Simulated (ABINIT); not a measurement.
**Sn in ABINIT: convergence with smearing width**

The system is Sn.

```
Sn
1.0
     0.00000    3.23334    3.23334
     3.23334    0.00000    3.23334
     3.23334    3.23334    0.00000
Sn
2
Direct
  0.75000 0.75000 0.75000
  0.50000 0.50000 0.50000
```

This isn't the form of Sn at room conditions, which is tetragonal (white tin).

- Program: ABINIT 10.8.3 (patched build)
- Task: single point
- Functional: PBE
- Potentials or basis: JTH PAW PBE v2.0
- Cutoff: 599 eV
- k mesh: 7 × 7 × 7
- Occupations: fermi-dirac, width 0.272 eV
- Spin: no spin polarisation

These are the settings of the first run; the series varies smearing width, with any setting tied to it.

Hardware: 1 thread of Arm Neoverse V1, on a shared host.

Task: The values tried are 0.272 eV, 0.2 eV, 0.136 eV, 0.1 eV, 0.05 eV, 0.025 eV, 0.01 eV, loosest first. From which on does the pressure stay within 0.1 GPa of the tightest run that finished?

Result: From 0.136 eV on.

```
smearing width  energy less the tightest run, at zero smearing (meV/atom)  pressure (GPa)  SCF cycles  CPU time (s)  peak memory (GiB)
      0.272 eV                                                       5.01            4.10          10            30               0.13
        0.2 eV                                                       1.18            4.00          10            30               0.13
      0.136 eV                                                       0.17            3.93          10            30               0.13
        0.1 eV                                                       0.00            3.89          10            30               0.13
       0.05 eV                                                      -0.21            3.84          10            30               0.13
      0.025 eV                                                      -0.09            3.84          10            30               0.13
       0.01 eV                                                       0.00            3.85          10            30               0.13
```

Against the tightest run, the energy stays within 1 meV/atom from 0.136 eV on. Narrower smearing needs a denser k mesh, so at a fixed mesh the narrowest width isn't the most accurate. The tightest run that finished is the yardstick and may itself not be fully converged.
